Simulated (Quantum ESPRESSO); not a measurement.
# SiC (Moissanite) (P6_3mc) in Quantum ESPRESSO: further runs, part 2 of 4

Quantum ESPRESSO 7.5.

### Step 3. Phonons, LDA, target pressure 15 GPa, at which the enthalpy is minimised

pw.in

```
&CONTROL
  calculation = 'scf'
  prefix = 'pwscf'
  outdir = './tmp'
  pseudo_dir = './pseudo'
  tprnfor = .true.
  tstress = .true.
  disk_io = 'low'
/
&SYSTEM
  ibrav = 0
  celldm(1) = 8
  nat = 4
  ntyp = 2
  ecutwfc = 82
  nbnd = 14
  occupations = 'smearing'
  smearing = 'fd'
  degauss = 0.00367493
/
&ELECTRONS
  conv_thr = 8d-10
  electron_maxstep = 120
  mixing_beta = 0.5
/
ATOMIC_SPECIES
Si    28.0850 Si.upf
C     12.0110 C.upf
CELL_PARAMETERS alat
  0.7265996949186   0.0000000000000   0.0000000000000
 -0.3632998474593   0.6292537941719   0.0000000000000
  0.0000000000000   0.0000000000000   1.1924171846389
ATOMIC_POSITIONS crystal
Si     0.6666666667    0.3333333333    0.5000000000
Si     0.3333333333    0.6666666667    0.0000000000
C      0.6666666667    0.3333333333    0.8850000000
C      0.3333333333    0.6666666667    0.3850000000
K_POINTS automatic
6 6 4 0 0 1
```

relax.in

```
&CONTROL
  calculation = 'vc-relax'
  prefix = 'pwscf'
  outdir = './tmp'
  pseudo_dir = './pseudo'
  tprnfor = .true.
  tstress = .true.
  disk_io = 'low'
  nstep = 40
  forc_conv_thr = 0.0001
  etot_conv_thr = 1d-06
/
&SYSTEM
  ibrav = 0
  celldm(1) = 8
  nat = 4
  ntyp = 2
  ecutwfc = 82
  nbnd = 14
  occupations = 'smearing'
  smearing = 'fd'
  degauss = 0.00367493
/
&ELECTRONS
  conv_thr = 8d-10
  electron_maxstep = 120
  mixing_beta = 0.5
/
&IONS
  ion_dynamics = 'bfgs'
/
&CELL
  cell_dynamics = 'bfgs'
  press = 150
  press_conv_thr = 0.2
/
ATOMIC_SPECIES
Si    28.0850 Si.upf
C     12.0110 C.upf
CELL_PARAMETERS alat
  0.7265996949186   0.0000000000000   0.0000000000000
 -0.3632998474593   0.6292537941719   0.0000000000000
  0.0000000000000   0.0000000000000   1.1924171846389
ATOMIC_POSITIONS crystal
Si     0.6666666667    0.3333333333    0.5000000000
Si     0.3333333333    0.6666666667    0.0000000000
C      0.6666666667    0.3333333333    0.8850000000
C      0.3333333333    0.6666666667    0.3850000000
K_POINTS automatic
6 6 4 0 0 1
```

scf2.in

```
&CONTROL
  calculation = 'scf'
  prefix = 'pwscf'
  outdir = './tmp'
  pseudo_dir = './pseudo'
  tprnfor = .true.
  tstress = .true.
  disk_io = 'low'
/
&SYSTEM
  ibrav = 0
  celldm(1) = 8
  nat = 4
  ntyp = 2
  ecutwfc = 82
  nbnd = 14
  occupations = 'fixed'
/
&ELECTRONS
  conv_thr = 1d-13
  electron_maxstep = 120
  mixing_beta = 0.5
  startingpot = 'file'
  startingwfc = 'file'
/
ATOMIC_SPECIES
Si    28.0850 Si.upf
C     12.0110 C.upf
CELL_PARAMETERS alat
  0.7076493039200   0.0000000000000   0.0000000000000
 -0.3538246519600   0.6128422741651   0.0000000000000
  0.0000000000000   0.0000000000000   1.1604055041215
ATOMIC_POSITIONS crystal
Si     0.6666666666    0.3333333332    0.5045644070
Si     0.3333333332    0.6666666666    0.0045644070
C      0.6666666666    0.3333333332    0.8804355930
C      0.3333333332    0.6666666666    0.3804355930
K_POINTS automatic
6 6 4 0 0 1
```

ph.in

```
phonons of SiC
&INPUTPH
  prefix = 'pwscf'
  outdir = './tmp'
  tr2_ph = 1d-18
  fildyn = 'dyn'
  niter_ph = 90
  alpha_mix(1) = 0.7
  epsil = .true.
/
0.0000000000 0.0000000000 0.0000000000
```

dynmat.in

```
&INPUT
  fildyn = 'dyn'
  asr = 'crystal'
  lperm = .true.
  filout = 'dynmat.disp'
  fileig = 'dynmat.eig'
/
```

dynmat_lo.in

```
&INPUT
  fildyn = 'dyn'
  asr = 'crystal'
  filout = 'dynmat_lo.disp'
  fileig = 'dynmat_lo.eig'
  q(1) = 0
  q(2) = 0
  q(3) = 1
/
```

Potentials or basis: PseudoDojo 0.4.1 SR LDA standard.

Command:

```
OMP_NUM_THREADS=1 mpirun -n 4 pw.x -nk 2 -in pw.in > pw.out
OMP_NUM_THREADS=1 mpirun -n 4 pw.x -nk 2 -in relax.in > relax.out
OMP_NUM_THREADS=1 mpirun -n 4 pw.x -nk 2 -in scf2.in > scf2.out
OMP_NUM_THREADS=1 mpirun -n 4 ph.x -nk 2 -in ph.in > ph.out
OMP_NUM_THREADS=1 mpirun -n 1 dynmat.x -in dynmat.in > dynmat.out
OMP_NUM_THREADS=1 mpirun -n 1 dynmat.x -in dynmat_lo.in > dynmat_lo.out
```

pw.out:

```text
This program is part of the open-source Quantum ESPRESSO suite
     for quantum simulation of materials; please cite
         "P. Giannozzi et al., J. Phys.:Condens. Matter 21 395502 (2009);
         "P. Giannozzi et al., J. Phys.:Condens. Matter 29 465901 (2017);
         "P. Giannozzi et al., J. Chem. Phys. 152 154105 (2020);
     in publications or presentations arising from this work. More details at

     Message from routine setup:
     using ibrav=0 with symmetry is DISCOURAGED, use correct ibrav instead

     K-points division:     npool     =       2
     Subspace diagonalization in iterative solution of the eigenvalue problem:
     a serial algorithm will be used

     --------------------
     sticks:   dense  smooth     PW     G-vecs:    dense   smooth      PW
     Min         378     378    111                13994    13994    2236
     Max         379     379    112                13997    13997    2239
     Sum         757     757    223                27991    27991    4475

     Using Slab Decomposition

     bravais-lattice index     =            0
     lattice parameter (alat)  =       8.0000  a.u.
     unit-cell volume          =     279.1382 (a.u.)^3
     number of atoms/cell      =            4
     number of atomic types    =            2
     number of electrons       =        16.00
     number of Kohn-Sham states=           14
     kinetic-energy cutoff     =      82.0000  Ry
     charge density cutoff     =     328.0000  Ry
     scf convergence threshold =      8.0E-10
     mixing beta               =       0.5000
     number of iterations used =            8  plain     mixing
     Exchange-correlation= SLA  PW   NOGX NOGC
                           (   1   4   0   0   0   0   0)

     celldm(1)=   8.000000  celldm(2)=   0.000000  celldm(3)=   0.000000
     celldm(4)=   0.000000  celldm(5)=   0.000000  celldm(6)=   0.000000

     crystal axes: (cart. coord. in units of alat)
               a(1) = (   0.726600   0.000000   0.000000 )
               a(2) = (  -0.363300   0.629254   0.000000 )
               a(3) = (   0.000000   0.000000   1.192417 )

     reciprocal axes: (cart. coord. in units 2 pi/alat)
               b(1) = (  1.376274  0.794592 -0.000000 )
               b(2) = (  0.000000  1.589184  0.000000 )
               b(3) = (  0.000000 -0.000000  0.838633 )

     PseudoPot. # 1 for Si read from file:
     Si.upf
     Pseudo is Norm-conserving + core correction, Zval =  4.0
     Generated using ONCVPSP code by D. R. Hamann
     Using radial grid of 1510 points,  6 beta functions with:
                l(1) =   0
                l(2) =   0
                l(3) =   1
                l(4) =   1
                l(5) =   2
                l(6) =   2

     PseudoPot. # 2 for C  read from file:
     C.upf
     Pseudo is Norm-conserving + core correction, Zval =  4.0
     Generated using ONCVPSP code by D. R. Hamann
     Using radial grid of 1234 points,  4 beta functions with:
                l(1) =   0
                l(2) =   0
                l(3) =   1
                l(4) =   1

     atomic species   valence    mass     pseudopotential
     Si                4.00    28.08500     Si( 1.00)
     C                 4.00    12.01100     C ( 1.00)

     12 Sym. Ops. (no inversion) found ( 6 have fractional translation)

   Cartesian axes

     site n.     atom                  positions (alat units)
         1        Si     tau(   1) = (   0.3632998   0.2097513   0.5962086  )
         2        Si     tau(   2) = (  -0.0000000   0.4195025   0.0000000  )
         3        C      tau(   3) = (   0.3632998   0.2097513   1.0552892  )
         4        C      tau(   4) = (  -0.0000000   0.4195025   0.4590806  )

     number of k points=    14  Fermi-Dirac smearing, width (Ry)=  0.0037
                       cart. coord. in units 2pi/alat
        k(    1) = (   0.0000000   0.0000000   0.1048291), wk =   0.0277778
        k(    2) = (   0.0000000   0.0000000   0.3144872), wk =   0.0277778
        k(    3) = (   0.0000000   0.2648640   0.1048291), wk =   0.1666667
        k(    4) = (   0.0000000   0.2648640   0.3144872), wk =   0.1666667
        k(    5) = (   0.0000000   0.5297280   0.1048291), wk =   0.1666667
        k(    6) = (   0.0000000   0.5297280   0.3144872), wk =   0.1666667
        k(    7) = (   0.0000000  -0.7945920   0.1048291), wk =   0.0833333
        k(    8) = (   0.0000000  -0.7945920   0.3144872), wk =   0.0833333
        k(    9) = (   0.2293789   0.3972960   0.1048291), wk =   0.1666667
        k(   10) = (   0.2293789   0.3972960   0.3144872), wk =   0.1666667
        k(   11) = (   0.2293789   0.6621600   0.1048291), wk =   0.3333333
        k(   12) = (   0.2293789   0.6621600   0.3144872), wk =   0.3333333
        k(   13) = (   0.4587579   0.7945920   0.1048291), wk =   0.0555556
        k(   14) = (   0.4587579   0.7945920   0.3144872), wk =   0.0555556

     Dense  grid:    27991 G-vectors     FFT dimensions: (  36,  36,  60)

     Initial potential from superposition of free atoms

     starting charge      15.9988, renormalised to      16.0000
     Starting wfcs are   16 randomized atomic wfcs

     Self-consistent Calculation

     iteration #  1     ecut=    82.00 Ry     beta= 0.50
     Davidson diagonalization with overlap
     ethr =  1.00E-02,  avg # of iterations =  3.5

     total energy              =     -41.03038995 Ry
     estimated scf accuracy    <       0.91648854 Ry

     iteration #  2     ecut=    82.00 Ry     beta= 0.50
     Davidson diagonalization with overlap
     ethr =  5.73E-03,  avg # of iterations =  2.0

     total energy              =     -41.25820600 Ry
     estimated scf accuracy    <       0.04960570 Ry

     iteration #  3     ecut=    82.00 Ry     beta= 0.50
     Davidson diagonalization with overlap
     ethr =  3.10E-04,  avg # of iterations =  3.4
[... 29 lines left out ...]
     total energy              =     -41.26252247 Ry
     estimated scf accuracy    <       0.00000010 Ry

     iteration #  8     ecut=    82.00 Ry     beta= 0.50
     Davidson diagonalization with overlap
     ethr =  6.41E-10,  avg # of iterations =  2.5

     total energy              =     -41.26252249 Ry
     estimated scf accuracy    <          9.2E-09 Ry

     iteration #  9     ecut=    82.00 Ry     beta= 0.50
     Davidson diagonalization with overlap
     ethr =  5.73E-11,  avg # of iterations =  2.6

     End of self-consistent calculation

          k = 0.0000 0.0000 0.1048 (  3507 PWs)   bands (ev):

    -6.0113  -2.8654   1.2920   8.0407   8.0407   9.1028   9.2242   9.2242
    14.2064  15.9256  15.9881  15.9881  16.8193  17.9935

          k = 0.0000 0.0000 0.3145 (  3538 PWs)   bands (ev):

    -5.4086  -4.2598   3.6683   6.5986   8.3531   8.3531   8.8408   8.8408
    14.7493  15.7488  16.2988  16.2991  17.0849  17.6209

          k = 0.0000 0.2649 0.1048 (  3512 PWs)   bands (ev):

    -5.5308  -2.4409   1.7076   5.9097   7.3656   7.5559   8.8989   8.9906
    14.1481  15.8232  16.3575  16.8674  16.9200  18.1592

          k = 0.0000 0.2649 0.3145 (  3512 PWs)   bands (ev):

    -4.9345  -3.8017   3.9137   6.2236   6.4919   7.6415   7.7449   8.3681
    14.3090  15.2219  16.4624  17.0858  17.4417  18.3431

          k = 0.0000 0.5297 0.1048 (  3502 PWs)   bands (ev):

    -4.1538  -1.3595   2.0767   3.5368   4.7258   6.4297   7.9148   8.2447
    12.6974  14.0035  16.3046  17.2165  17.6535  19.1731

          k = 0.0000 0.5297 0.3145 (  3479 PWs)   bands (ev):

    -3.5857  -2.5307   2.5739   3.5645   5.5864   6.8601   7.5898   7.6388
    12.7582  13.6658  15.0453  16.6464  18.6566  19.9497

          k = 0.0000-0.7946 0.1048 (  3492 PWs)   bands (ev):

    -2.6528  -1.2510   1.3352   2.7367   4.5072   6.0624   6.5848   7.9519
    12.1453  13.3238  16.3135  16.9376  17.9142  18.8606

          k = 0.0000-0.7946 0.3145 (  3476 PWs)   bands (ev):

    -2.1805  -1.4981   0.8532   1.5500   6.3748   6.5060   7.2634   7.5484
    12.3933  12.7052  14.9435  15.0245  18.6343  20.0878

          k = 0.2294 0.3973 0.1048 (  3494 PWs)   bands (ev):

    -4.5971  -1.6667   2.3338   4.1975   5.2031   6.3131   7.6936   8.4513
    14.6370  14.9486  15.8706  16.4125  18.0592  18.3427

          k = 0.2294 0.3973 0.3145 (  3501 PWs)   bands (ev):

    -4.0174  -2.9283   3.5402   4.6350   5.5978   6.1641   6.9735   7.7777
    14.2997  14.7179  16.2770  16.9887  17.9830  18.0410

          k = 0.2294 0.6622 0.1048 (  3494 PWs)   bands (ev):

    -2.9282  -0.9167   1.6870   3.4076   4.2472   4.7996   6.6474   7.0798
    13.1018  14.5983  16.2264  17.5209  18.3735  19.3508

          k = 0.2294 0.6622 0.3145 (  3498 PWs)   bands (ev):

    -2.4181  -1.5616   1.5638   2.3681   4.8172   5.7101   6.5872   7.8563
    13.4049  14.4433  15.4206  16.2577  17.5340  19.1435

          k = 0.4588 0.7946 0.1048 (  3501 PWs)   bands (ev):

    -1.4773  -1.4773   2.6538   2.7684   2.7684   5.2339   5.8980   5.8980
    12.1024  17.1602  17.1602  17.3594  19.2304  19.2305

          k = 0.4588 0.7946 0.3145 (  3510 PWs)   bands (ev):

    -1.2506  -1.2506   1.7709   1.7709   3.2071   4.2076   7.4688   7.4688
    14.1503  14.7587  14.7587  16.4938  19.6050  19.6051

     the Fermi energy is    10.4257 ev

!    total energy              =     -41.26252249 Ry
     estimated scf accuracy    <          6.7E-11 Ry
     smearing contrib. (-TS)   =      -0.00000000 Ry
     internal energy E=F+TS    =     -41.26252249 Ry

     The total energy is F=E-TS. E is the sum of the following terms:
     one-electron contribution =      10.94609873 Ry
     hartree contribution      =       4.70373122 Ry
     xc contribution           =     -15.12316324 Ry
     ewald contribution        =     -41.78918921 Ry

     convergence has been achieved in   9 iterations

     Forces acting on atoms (cartesian axes, Ry/au):

     atom    1 type  1   force =     0.00000000   -0.00000000    0.02821406
     atom    2 type  1   force =     0.00000000   -0.00000000    0.02821406
     atom    3 type  2   force =    -0.00000000   -0.00000000   -0.02821406
     atom    4 type  2   force =     0.00000000    0.00000000   -0.02821406

     Total force =     0.056428     Total SCF correction =     0.000001

     Computing stress (Cartesian axis) and pressure

          total   stress  (Ry/bohr**3)                   (kbar)     P=      -45.11
  -0.00021096  -0.00000000   0.00000000          -31.03       -0.00        0.00
  -0.00000000  -0.00021096   0.00000000           -0.00      -31.03        0.00
   0.00000000   0.00000000  -0.00049806            0.00        0.00      -73.27

=------------------------------------------------------------------------------=
   JOB DONE.
=------------------------------------------------------------------------------=
```

Wall time 3.7 min (4 MPI ranks of Intel Xeon at 2.50GHz (Skylake/Cascade Lake), shared host); peak memory 0.28 GiB.

What came out:

```yaml
Free_energy: -561.3496 eV
Relaxed_volume: 9.55 Å³/atom
Relaxed_cell: a = 2.996 Å, b = 2.996 Å, c = 4.912 Å, α = 90.00°, β = 90.00°, γ = 120.00°
Space_group_after_relaxing_to_0.05_Å: P6_3mc (No. 186)
Pressure_after_relaxing: 14.9 GPa
Electronic_dielectric_tensor_diagonal: 7.11, 7.11, 7.13
Born_charges_mean_of_the_diagonal: Si +2.77; C -2.87 e
Highest_phonon_frequency_at_Γ_LO-TO_splitting_left_out: 902 cm⁻¹
Static_dielectric_tensor_diagonal: 10.29, 10.29, 11.02
```

Step by step:
```
step  energy change (eV)  largest force (eV/Å)  pressure (GPa)  volume (Å³)
   1              0.0000                0.7254           -4.51        41.36
   2              0.1491                0.2358           21.23        37.38
   3              0.0506                0.0982           14.53        38.24
   4              0.0526                0.0492           14.81        38.21
   5              0.0548                0.0073           15.01        38.18
   6              0.0546                0.0016           15.00        38.18
   7              0.0546                0.0000           15.00        38.18
```

Final structure:
```cif
data_structure
_symmetry_space_group_name_H-M 'P 1'
_symmetry_Int_Tables_number 1
_cell_length_a 2.9958
_cell_length_b 2.9958
_cell_length_c 4.9125
_cell_angle_alpha 90.000
_cell_angle_beta 90.000
_cell_angle_gamma 120.000
_cell_volume 38.18
loop_
_atom_site_label
_atom_site_type_symbol
_atom_site_fract_x
_atom_site_fract_y
_atom_site_fract_z
_atom_site_occupancy
Si1 Si 0.66667 0.33333 0.50456 1
Si2 Si 0.33333 0.66667 0.00456 1
C1 C 0.66667 0.33333 0.88044 1
C2 C 0.33333 0.66667 0.38044 1
```

Levels at points of the mesh, in eV from the valence-band top:
```
           k point  band 6  band 7  band 8  band 9  band 10  band 11
(0.00, 0.00, 0.12)   -0.48    0.00    0.00    5.57     7.12     7.12
```

Phonon frequencies in cm⁻¹ (negative: imaginary):
```csv
q point,frequencies
"(0.000, 0.000, 0.000)",-1 -1 -1 256 256 631 824 829 829 857 857 902
```

Electronic dielectric tensor:
```
7.11 0.00 0.00
0.00 7.11 0.00
0.00 0.00 7.13
```

Born effective charge tensors (e):
atom 1, Si
```
2.69 0.00 0.00
0.00 2.69 0.00
0.00 0.00 2.93
```
atom 2, Si
```
2.69 0.00 0.00
0.00 2.69 0.00
0.00 0.00 2.93
```
atom 3, C
```
-2.83  0.00  0.00
 0.00 -2.83  0.00
 0.00  0.00 -2.94
```
atom 4, C
```
-2.83  0.00  0.00
 0.00 -2.83  0.00
 0.00  0.00 -2.94
```

Optical modes at Γ, degenerate ones joined, polar ones without the macroscopic field:
```
cm⁻¹  components  symmetry     active in  IR intensity, summed ((D/Å)²/amu)
 256           2        E2         Raman                               0.00
 631           1        B1        silent                               0.00
 824           1        A1  IR and Raman                              47.30
 829           2        E2         Raman                               0.00
 857           2        E1  IR and Raman                              83.57
 902           1        B1        silent                               0.00
```

Zone-centre frequencies without and with the macroscopic field along z (cm⁻¹):
```csv
,optical modes in rising order
without,256 256 631 824 829 829 857 857 902
with the field,256 256 631 829 829 857 857 902 1025
```

Static dielectric tensor, electrons and zone-centre modes:
```
10.29  0.00  0.00
 0.00 10.29  0.00
 0.00  0.00 11.02
```

Caveat: the mesh is thin for the dielectric tensor, Born charges and intensities, which usually come out too large; the cell is more than 3 GPa from zero pressure, which shifts response properties; the Born charges break their sum rule by 0.19 e, a sign of too thin a mesh.

(Part 2 of 4 ends here.)
